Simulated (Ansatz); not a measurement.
# Si2Ni (Fm-3m), a film clamped to a substrate

Theory: DFT PBEsol, scalar-relativistic, plane waves, PAW in Ansatz. Settings: plane waves to 420 eV, k-mesh 16×16×16 (Γ-centred), Gaussian smearing 0.15 eV. No spin polarisation. A magnetic state may lie lower. Energies are free energies at this smearing, counted from the undisturbed cell; pressure is positive in compression.

The starting cell (relaxed at this level; with this scan's settings it stands at -0.1 GPa):

```xyz
3
Lattice="0.0000 2.6957 2.6957 2.6957 0.0000 2.6957 2.6957 2.6957 0.0000" Properties=species:S:1:pos:R:3 pbc="T T T"
Si    1.3479    1.3479    1.3479
Si    4.0436    4.0436    4.0436
Ni    0.0000    0.0000    0.0000
```

The cell (3 atoms, V0 = 39.18 Å³) is strained by p along both x and y and by q along z, fractional coordinates fixed. τp = (1/V0) ∂E/∂p = (σxx + σyy)(1 + p)(1 + q) and τq = (1/V0) ∂E/∂q = σzz(1 + p)², with tension positive.

| p | q | ΔE (meV/atom) | τp (GPa) | τq (GPa) |
| --- | --- | --- | --- | --- |
| 0.000 | 0.000 | 0.00 | 0.26 | 0.13 |
| -0.040 | 0.000 | 48.18 | -31.64 | -12.57 |
| 0.040 | 0.000 | 40.34 | 23.30 | 9.87 |
| 0.000 | -0.040 | 13.21 | -11.86 | -8.53 |
| 0.000 | 0.040 | 12.36 | 10.55 | 7.27 |

**Question.** Get the second derivatives of the energy density.

**Answer.** Central differences give A = ∂τp/∂p = 687 GPa (C11 + C22 + 2 C12), C = ∂τq/∂q = 198 GPa (C33) and the cross term B = ∂τq/∂p = 281 GPa (C13 + C23); ∂τp/∂q = 280 GPa must equal B, and any difference shows higher-order terms. Steps this large leave an error of some per cent of A or C in all of these, which can swamp a small B. The ions are clamped. In a cubic crystal C11 = C = 198, C12 = B/2 = 140 GPa and A should be 2(C11 + C12) = 676 GPa; the bulk modulus is (C11 + 2 C12)/3 = 159 GPa.

**Question.** A film of this crystal grows with z along the normal on a substrate that imposes p. How does its thickness respond, and what does the misfit cost?

**Answer.** Count p and q from the stress-free cell. A free surface needs τq = 0, so q = −(B/C) p = -1.42 p. The energy density left is (A − B²/C) p²/2 = M p², with the biaxial modulus M = 144 GPa; a misfit of 1 % costs 1.18 meV/atom, against 2.80 meV/atom if the thickness were held.

In a metal these slopes depend on the k mesh and the smearing.

The film recovers more than half of the misfit energy by changing its thickness, because NiSi2 resists a change of volume much more strongly than a tetragonal change of shape. The fluorite geometry accounts for this: the Ni–Si bonds lie along the body diagonals of the cubic cell, so a volume-conserving tetragonal strain alters their angles but, to first order, not their lengths. The thickness response does not conserve volume fully, however, so some bond stretching or compression remains in the biaxial modulus. Compression costs more than equal extension along both strain paths, as expected from the steepening short-range repulsion, so the harmonic misfit energy is best suited to small strains. Clamping the ions does not stiffen these particular constants, since symmetry holds the Si sites in place under tetragonal strain. The result applies to a (001) film; a (111) film also needs C44, for which the two Si sublattices can shift against Ni and internal relaxation matters.
